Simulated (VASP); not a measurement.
# GaSb (F-43m) in VASP: a series of runs

GaSb is run at these levels: revPBE, BLYP+D3(BJ), r2SCAN+D4; tasks: single point.

Program: VASP 6.6.1. These are calculated values, not measurements. Logs are shortened: lines on timing, memory, paths and dates and some standing lists are left out, and cuts for length are marked.

**The experiment to reproduce.**

A printed reference work, data compilation reports, for a bulk crystal of GaSb at 4.2 K: band gap 0.811 eV (direct).

The results are compared with them further down.

### Step 1. The cell of the first run

The structure is cubic, space group F-43m (No. 216). The conventional cell has a = 6.238 Å, b = 6.238 Å, c = 6.238 Å, α = 90.00°, β = 90.00°, γ = 90.00°. Within 3.6 Å of Sb (site symmetry -43m) lie 4 Ga at 2.70 Å. Within 3.6 Å of Ga (site symmetry -43m) lie 4 Sb at 2.70 Å.

### Step 2. Single point, revPBE

Input file INCAR:

```
PREC = Accurate
ENCUT = 520
EDIFF = 1E-7
ISMEAR = -1
SIGMA = 0.05
LREAL = False
LASPH = True
NELM = 80
ALGO = Normal
ISIF = 2
LWAVE = False
LCHARG = True
GGA = RE
LELF = True
LVHAR = True
NBANDS = 16
```

Input file KPOINTS:

```
regular mesh
0
Gamma
  8 8 8
```

Input file POSCAR:

```
GaSb
1.0
    0.0000000000      3.1189956238      3.1189956238
    3.1189956238      0.0000000000      3.1189956238
    3.1189956238      3.1189956238      0.0000000000
Sb Ga
1 1
Direct
    0.7500000000      0.7500000000      0.7500000000
    0.0000000000      0.0000000000      0.0000000000
```

Potentials or basis: VASP PAW PBE potentials, release 64 (Sb, Ga_d).

Launch:

```
$ cat potpaw_PBE.64/Sb/POTCAR potpaw_PBE.64/Ga_d/POTCAR > POTCAR
$ mpirun -np 1 vasp_std > vasp.out
```

OUTCAR:

```text
PREC = Accurate
   ENCUT = 520
   EDIFF = 1E-7
   ISMEAR = -1
   LREAL = False
   LASPH = True
   NELM = 80
   ISIF = 2
   GGA = RE

 ion  position               nearest neighbor table
   1  0.750  0.750  0.750-   2 2.70   2 2.70   2 2.70   2 2.70
   2  0.000  0.000  0.000-   1 2.70   1 2.70   1 2.70   1 2.70

  LATTYP: Found a face centered cubic cell.
 ALAT       =     6.2379912476

  Lattice vectors:

 A1 = (   0.0000000000,   3.1189956238,   3.1189956238)
 A2 = (   3.1189956238,   0.0000000000,   3.1189956238)
 A3 = (   3.1189956238,   3.1189956238,   0.0000000000)

Analysis of symmetry for initial positions (statically):
=====================================================================
 Subroutine PRICEL returns:
 Original cell was already a primitive cell.

 Routine SETGRP: Setting up the symmetry group for a
 face centered cubic supercell.

 Subroutine GETGRP returns: Found 24 space group operations
 (whereof 24 operations were pure point group operations)
 out of a pool of 48 trial point group operations.

The static configuration has the point symmetry T_d .

Analysis of symmetry for dynamics (positions and initial velocities):
=====================================================================
 Subroutine PRICEL returns:
 Original cell was already a primitive cell.

 Routine SETGRP: Setting up the symmetry group for a
 face centered cubic supercell.

 Subroutine GETGRP returns: Found 24 space group operations
 (whereof 24 operations were pure point group operations)
 out of a pool of 48 trial point group operations.

The dynamic configuration has the point symmetry T_d .

 Subroutine INISYM returns: Found 24 space group operations
 (whereof 24 operations are pure point group operations),
 and found     1 'primitive' translations

----------------------------------------------------------------------------------------

                                     Primitive cell

  volume of cell :      60.6840

  direct lattice vectors                    reciprocal lattice vectors
     0.000000000  3.118995624  3.118995624    -0.160308016  0.160308016  0.160308016
     3.118995624  0.000000000  3.118995624     0.160308016 -0.160308016  0.160308016
     3.118995624  3.118995624  0.000000000     0.160308016  0.160308016 -0.160308016

  length of vectors
     4.410925912  4.410925912  4.410925912     0.277661628  0.277661628  0.277661628

  position of ions in fractional coordinates (direct lattice)
     0.750000000  0.750000000  0.750000000
     0.000000000  0.000000000  0.000000000

  ion indices of the primitive-cell ions
   primitive index   ion index
                 1           1
                 2           2

----------------------------------------------------------------------------------------

 KPOINTS: regular mesh

Automatic generation of k-mesh.
 Grid dimensions read from file:
 generate k-points for:    8    8    8

 Generating k-lattice:

  Cartesian coordinates                     Fractional coordinates (reciprocal lattice)
    -0.020038502  0.020038502  0.020038502     0.125000000  0.000000000  0.000000000
     0.020038502 -0.020038502  0.020038502     0.000000000  0.125000000  0.000000000
     0.020038502  0.020038502 -0.020038502     0.000000000  0.000000000  0.125000000

  Length of vectors
     0.034707704  0.034707704  0.034707704

  Shift w.r.t. Gamma in fractional coordinates (k-lattice)
     0.000000000  0.000000000  0.000000000

 Subroutine IBZKPT returns following result:
 ===========================================

 Found     29 irreducible k-points:

 Following reciprocal coordinates:
            Coordinates               Weight
  0.000000  0.000000  0.000000      1.000000
  0.125000  0.000000  0.000000      8.000000
  0.250000  0.000000  0.000000      8.000000
  0.375000  0.000000  0.000000      8.000000
  0.500000  0.000000  0.000000      4.000000
  0.125000  0.125000  0.000000      6.000000
[... 16 lines left out ...]
  0.500000  0.250000  0.125000     48.000000
 -0.375000  0.250000  0.125000     24.000000
 [... further k-points ...]
   k-points           NKPTS =     29   k-points in BZ     NKDIM =     29   number of bands    NBANDS=     16
   number of dos      NEDOS =    301   number of ions     NIONS =      2
   total plane-waves  NPLWV =  46656
   dimension x,y,z NGX =    36 NGY =   36 NGZ =   36
   dimension x,y,z NGXF=    72 NGYF=   72 NGZF=   72
   ions per type =               1   1
   NGX,Y,Z   is equivalent  to a cutoff of  13.57, 13.57, 13.57 a.u.
   NGXF,Y,Z  is equivalent  to a cutoff of  27.14, 27.14, 27.14 a.u.
 SYSTEM =  unknown system
   PREC   = accura    normal or accurate (medium, high low for compatibility)
   ISTART =      0    job   : 0-new  1-cont  2-samecut
   ICHARG =      2    charge: 1-file 2-atom 10-const
   ISPIN  =      1    spin polarized calculation?
   LNONCOLLINEAR =      F non collinear calculations
   LSORBIT =      F    spin-orbit coupling
   LASPH  =      T    aspherical Exc in radial PAW
   ENCUT  =  520.0 eV  38.22 Ry    6.18 a.u.   8.20  8.20  8.20*2*pi/ulx,y,z
   NELM   =     80;   NELMIN=  2; NELMDL= -5     # of ELM steps
   EDIFF  = 0.1E-06   stopping-criterion for ELM
   LREAL  =      F    real-space projection
   EDIFFG = 0.1E-05   stopping-criterion for IOM
   NSW    =      0    number of steps for IOM
   IBRION =     -1    ionic relax: 0-MD 1-quasi-New 2-CG
   NFREE  =      0    steps in history (QN), initial steepest desc. (CG)
   ISIF   =      2    stress and relaxation
   ISYM   =      2    0-nonsym 1-usesym 2-fastsym
   POTIM  = 0.5000    time-step for ionic-motion
   TEBEG  =    0.0;   TEEND  =   0.0 temperature during run
   PSTRESS=    0.0 pullay stress
   NELECT =      18.0000    total number of electrons
   NUPDOWN=      -1.0000    fix difference up-down
   EMIN   =  10.00;   EMAX   =-10.00  energy-range for DOS
   EFERMI =   0.00;   METHOD = LEGACY
   ISMEAR =    -1;   SIGMA  =   0.05  broadening in eV -4-tet -1-fermi 0-gaus
   EFERMI_NEDOS =   21; number of points for ismear=-14 and -15
   IALGO  =     38    algorithm
   IMIX   =      4    mixing-type and parameters
     AMIX     =   0.40;   BMIX     =  1.00
     AMIX_MAG =   1.60;   BMIX_MAG =  1.00
  volume/ion in A,a.u.               =      30.34       204.76
  Fermi-wavevector in a.u.,A,eV,Ry     =   1.091794  2.063192 16.218352  1.192015
  Thomas-Fermi vector in A             =   2.228047
   LORBIT       =      0    0 simple, 1 ext, 2 COOP (PROOUT), +10 PAW based schemes
   GGA     = RE    functional components
   LHFCALC =     F    Hartree Fock is set to
   AEXX    =    0.0000 exact exchange contribution
   IVDW    =     0    specifies the selected vdW correction
   LEPSILON=     F    determine dielectric tensor
   LRPA    =     F    only Hartree local field effects (RPA)
 non-spin polarized calculation
  energy-cutoff  :      520.00
  volume of cell :       60.68
 maximum number of plane-waves:      1660
 NGX is ok and might be reduce to    36
   NGX = 17   NGY = 17   NGZ = 17

 number of electron      17.9999993 magnetization

 Free energy of the ion-electron system (eV)
  ---------------------------------------------------
  ext. energy  EPLUGINS =         0.00000000
  ---------------------------------------------------
  free energy    TOTEN  =        -6.80092737 eV

  energy without entropy =       -6.80042792  energy(sigma->0) =       -6.80067765

 E-fermi :   4.4153     XC(G=0):  -8.7059

 val. band max:        4.3741811447   @ k =   0.0000   0.0000   0.0000
 cond. band min:       4.7227100942   @ k =   0.5000   0.0000   0.0000
 fundamental gap:      0.3485289495
 Fermi energy:         4.4153196984

 k-point     1 :       0.0000    0.0000    0.0000
  band No.  band energies     occupation
      1     -10.5595      2.00000
      2     -10.5595      2.00000
      3     -10.5595      2.00000
      4     -10.5183      2.00000
      5     -10.5183      2.00000
      6      -6.6868      2.00000
[... 8 lines left out ...]
     15      12.8358      0.00000
     16      12.8358      0.00000

 k-point     2 :       0.1250    0.0000    0.0000
  band No.  band energies     occupation
      1     -10.5626      2.00000
      2     -10.5580      2.00000
      3     -10.5580      2.00000
      4     -10.5185      2.00000
      5     -10.5185      2.00000
      6      -6.5385      2.00000
[... 8 lines left out ...]
     15      12.1376      0.00000
     16      12.1376      0.00000

 k-point     3 :       0.2500    0.0000    0.0000
  band No.  band energies     occupation
      1     -10.5702      2.00000
      2     -10.5547      2.00000
      3     -10.5547      2.00000
      4     -10.5186      2.00000
      5     -10.5186      2.00000
      6      -6.1184      2.00000
[... 8 lines left out ...]
     15      11.9298      0.00000
     16      11.9298      0.00000

 k-point     4 :       0.3750    0.0000    0.0000
  band No.  band energies     occupation
      1     -10.5776      2.00000
      2     -10.5519      2.00000
      3     -10.5519      2.00000
      4     -10.5183      2.00000
      5     -10.5183      2.00000
      6      -5.5444      2.00000
[... 8 lines left out ...]
     15      12.8155      0.00000
     16      12.8155      0.00000

 k-point     5 :       0.5000    0.0000    0.0000
  band No.  band energies     occupation
      1     -10.5807      2.00000
      2     -10.5508      2.00000
      3     -10.5508      2.00000
      4     -10.5180      2.00000
      5     -10.5180      2.00000
      6      -5.2109      2.00000
[... 8 lines left out ...]
     15      14.0965      0.00000
     16      14.0965      0.00000

 k-point     6 :       0.1250    0.1250    0.0000
  band No.  band energies     occupation
      1     -10.5652      2.00000
      2     -10.5566      2.00000
      3     -10.5566      2.00000
      4     -10.5194      2.00000
      5     -10.5178      2.00000
      6      -6.4884      2.00000
[... 8 lines left out ...]
     15      11.3260      0.00000
     16      13.0316      0.00000
[... 267 lines left out ...]
 k-point    21 :       0.5000    0.5000    0.0000
  band No.  band energies     occupation
      1     -10.5952      2.00000
      2     -10.5397      2.00000
      3     -10.5397      2.00000
      4     -10.5274      2.00000
      5     -10.5148      2.00000
      6      -4.4659      2.00000
[... 8 lines left out ...]
     15      14.8435      0.00000
     16      15.4659      0.00000

 k-point    22 :       0.3750    0.2500    0.1250
  band No.  band energies     occupation
      1     -10.5780      2.00000
      2     -10.5509      2.00000
      3     -10.5498      2.00000
      4     -10.5213      2.00000
      5     -10.5171      2.00000
      6      -5.7523      2.00000
[... 8 lines left out ...]
     15      13.3580      0.00000
     16      13.5117      0.00000

 k-point    23 :       0.5000    0.2500    0.1250
  band No.  band energies     occupation
      1     -10.5831      2.00000
      2     -10.5489      2.00000
      3     -10.5470      2.00000
      4     -10.5212      2.00000
      5     -10.5174      2.00000
      6      -5.2050      2.00000
[... 8 lines left out ...]
     15      13.0292      0.00000
     16      14.4401      0.00000

 k-point    24 :      -0.3750    0.2500    0.1250
  band No.  band energies     occupation
      1     -10.5850      2.00000
      2     -10.5484      2.00000
      3     -10.5459      2.00000
      4     -10.5206      2.00000
      5     -10.5180      2.00000
      6      -4.8890      2.00000
[... 8 lines left out ...]
     15      14.0101      0.00000
     16      14.3518      0.00000

 [... further k-points ...]
[... 5 lines left out ...]
  --------------------------------------------------------------------------------------
  -------------------------------------------------------------------------------------
  Total        0.2302998      0.2302998      0.2302998      0.0000000      0.0000000     -0.0000000
  in kB        6.0803676      6.0803676      6.0803676      0.0000000      0.0000000     -0.0000000
  external PRESSURE =       6.0803676 kB  Pullay stress =       0.0000000 kB

 VOLUME and BASIS-vectors are now :
 -----------------------------------------------------------------------------
  energy-cutoff  :      520.00
  volume of cell :       60.68
      direct lattice vectors                 reciprocal lattice vectors
     0.000000000  3.118995624  3.118995624    -0.160308016  0.160308016  0.160308016
     3.118995624  0.000000000  3.118995624     0.160308016 -0.160308016  0.160308016
     3.118995624  3.118995624  0.000000000     0.160308016  0.160308016 -0.160308016

 POSITION                                       TOTAL-FORCE (eV/Angst)
 -----------------------------------------------------------------------------------
      4.67849      4.67849      4.67849        -0.000000     -0.000000     -0.000000
      0.00000      0.00000      0.00000         0.000000      0.000000      0.000000
 -----------------------------------------------------------------------------------
    total drift:                               -0.000001     -0.000001     -0.000001

  FREE ENERGIE OF THE ION-ELECTRON SYSTEM (eV)
  ---------------------------------------------------
  free  energy   TOTEN  =        -6.8009273696 eV

  energy  without entropy=       -6.8004279215  energy(sigma->0) =       -6.80067765
```

Wall time 73 s (1 thread of AMD EPYC 7R13, shared host); peak memory 0.18 GiB.

Results:

```yaml
Free_energy: -6.8009 eV
Pressure: 0.6 GPa
Band_gap_on_the_k_mesh: zero (filled and empty bands touch)
```

Levels at points of the mesh, in eV from the Fermi level:
```csv
k point,band 7,band 8,band 9,band 10,band 11,band 12
"(0.00, 0.00, 0.00)",-0.34,-0.04,-0.04,-0.04,2.76,2.76
"(0.50, 0.00, 0.00)",-6.10,-1.10,-1.10,0.31,3.72,3.72
"(0.50, 0.50, 0.00)",-6.57,-2.41,-2.41,0.98,1.39,8.29
```

Caveat: the PAW data sets were made with another functional, which shifts forces and pressure a little; spin-orbit coupling is left out, which moves the levels of the heavy elements.

### Step 3. Single point, BLYP+D3(BJ)

Input file INCAR:

```
PREC = Accurate ; ENCUT = 520
EDIFF = 1E-7 ; ISMEAR = -1
SIGMA = 0.05 ; LREAL = F
LASPH = T ; NELM = 60
ALGO = Normal ; ISIF = 2
LWAVE = F ; LCHARG = F
GGA = B5 ; ALDAX = 1.0
AGGAX = 1.0 ; AGGAC = 1.0
ALDAC = 0.0 ; IVDW = 12
VDW_S6 = 1.0 ; VDW_S8 = 2.6996
VDW_A1 = 0.4298 ; VDW_A2 = 4.2359
NBANDS = 16
```

Input file KPOINTS:

```
Automatic mesh
0
Gamma
  8 8 8
```

POSCAR is that of step 2.

Potentials or basis: VASP PAW PBE potentials, release 64 (Sb, Ga_d).

Launch:

```
$ cat potpaw_PBE.64/Sb/POTCAR potpaw_PBE.64/Ga_d/POTCAR > POTCAR
$ mpirun -np 1 vasp_std > vasp.out
```

OUTCAR:

```text
PREC = Accurate
   ENCUT = 520
   EDIFF = 1E-7
   ISMEAR = -1
   LREAL = F
   LASPH = T
   NELM = 60
   ISIF = 2
   GGA = B5
   IVDW = 12
 IVDW          = 12

 ion  position               nearest neighbor table
   1  0.750  0.750  0.750-   2 2.70   2 2.70   2 2.70   2 2.70
   2  0.000  0.000  0.000-   1 2.70   1 2.70   1 2.70   1 2.70

  LATTYP: Found a face centered cubic cell.
 ALAT       =     6.2379912476

  Lattice vectors:

 A1 = (   0.0000000000,   3.1189956238,   3.1189956238)
[... 642 lines left out ...]
------------------------ aborting loop because EDIFF is reached ----------------------------------------

 Edisp (eV)   -1.45636

 E8    (eV) :    -1.1042

  FORCE on cell =-STRESS in cart. coord.  units (eV):
  Direction    XX          YY          ZZ          XY          YZ          ZX
  --------------------------------------------------------------------------------------
  -------------------------------------------------------------------------------------
  Total      -0.79244    -0.79244    -0.79244     0.00000    -0.00000     0.00000
  in kB     -20.92207   -20.92207   -20.92207     0.00000    -0.00000     0.00000
  external pressure =      -20.92 kB  Pullay stress =        0.00 kB

 VOLUME and BASIS-vectors are now :
 -----------------------------------------------------------------------------
  energy-cutoff  :      520.00
  volume of cell :       60.68
      direct lattice vectors                 reciprocal lattice vectors
     0.000000000  3.118995624  3.118995624    -0.160308016  0.160308016  0.160308016
     3.118995624  0.000000000  3.118995624     0.160308016 -0.160308016  0.160308016
     3.118995624  3.118995624  0.000000000     0.160308016  0.160308016 -0.160308016

 POSITION                                       TOTAL-FORCE (eV/Angst)
 -----------------------------------------------------------------------------------
      4.67849      4.67849      4.67849         0.000000      0.000000      0.000000
      0.00000      0.00000      0.00000        -0.000000     -0.000000     -0.000000
 -----------------------------------------------------------------------------------
    total drift:                               -0.000000     -0.000000     -0.000000

  FREE ENERGIE OF THE ION-ELECTRON SYSTEM (eV)
  ---------------------------------------------------
  free  energy   TOTEN  =        -7.5503247995 eV

  energy  without entropy=       -7.5497751630  energy(sigma->0) =       -7.55004998
```

OSZICAR:

```text
N       E                     dE             d eps       ncg     rms          rms(c)
DAV:   1     0.862301710630E+02    0.86230E+02   -0.86050E+03   928   0.137E+03
DAV:   2     0.805066682110E+00   -0.85425E+02   -0.82372E+02  1096   0.304E+02
DAV:   3    -0.604167048691E+01   -0.68467E+01   -0.68321E+01  1144   0.674E+01
DAV:   4    -0.616683426192E+01   -0.12516E+00   -0.12515E+00  1160   0.102E+01
DAV:   5    -0.616985963426E+01   -0.30254E-02   -0.30253E-02  1256   0.140E+00    0.290E+00
DAV:   6    -0.611137204432E+01    0.58488E-01   -0.80247E-02  1288   0.406E+00    0.170E+00
DAV:   7    -0.609327456745E+01    0.18097E-01   -0.50124E-02  1064   0.163E+00    0.364E-01
DAV:   8    -0.609366957153E+01   -0.39500E-03   -0.51298E-03  1224   0.767E-01    0.878E-02
DAV:   9    -0.609393380753E+01   -0.26424E-03   -0.50807E-04  1088   0.218E-01    0.280E-02
DAV:  10    -0.609395503299E+01   -0.21225E-04   -0.27571E-05  1192   0.401E-02    0.822E-03
DAV:  11    -0.609396246801E+01   -0.74350E-05   -0.77188E-06  1088   0.243E-02    0.587E-03
DAV:  12    -0.609396272680E+01   -0.25879E-06   -0.41028E-07  1144   0.666E-03    0.589E-04
DAV:  13    -0.609396261781E+01    0.10899E-06   -0.19853E-08   904   0.105E-03    0.298E-04
DAV:  14    -0.609396265414E+01   -0.36331E-07   -0.40739E-09   632   0.653E-04
   1 F= -.75503248E+01 E0= -.75500500E+01  d E =-.549636E-03
```

stdout:

```text
POSCAR found type information on POSCAR SbGa
 POSCAR found :  2 types and       2 ions
 scaLAPACK will be used
 -----------------------------------------------------------------------------
|                                                                             |
|                                                                             |
|     You enforced a specific xc type in the INCAR file but a different       |
|     I HOPE YOU KNOW WHAT YOU ARE DOING!                                     |
|                                                                             |
 -----------------------------------------------------------------------------

 LDA part: xc-table for (Slater(with rela. corr.)+VWN5), standard interpolation
 POSCAR, INCAR and KPOINTS ok, starting setup
 FFT: planning ... GRIDC
 FFT: planning ... GRID_SOFT
 FFT: planning ... GRID
 WAVECAR not read
 entering main loop
```

Run time: 1.8 min. Hardware: 1 thread of AMD EPYC 7R13, shared host; peak memory 0.19 GiB.

What came out:

```
Free energy                : -7.5503 eV
Pressure                   : -2.1 GPa
Band gap on the k mesh     : zero (filled and empty bands touch)
Dispersion energy per atom : -0.728 eV
```

Levels at points of the mesh, in eV from the Fermi level:
```
           k point  band 6  band 7  band 8  band 9  band 10  band 11  band 12  band 13
(0.00, 0.00, 0.00)  -11.14   -0.56   -0.04   -0.04    -0.04     2.77     2.77     2.77
(0.50, 0.00, 0.00)   -9.68   -6.14   -1.10   -1.10     0.23     3.76     3.76     6.66
(0.50, 0.50, 0.00)   -8.94   -6.63   -2.39   -2.39     0.99     1.46     8.20     8.20
```

Caveat: the PAW data sets were made with another functional, which shifts forces and pressure a little; spin-orbit coupling is left out, which moves the levels of the heavy elements; pairwise dispersion overbinds metals, which lowers pressure and volume.

(Part 1 of 2 ends here.)
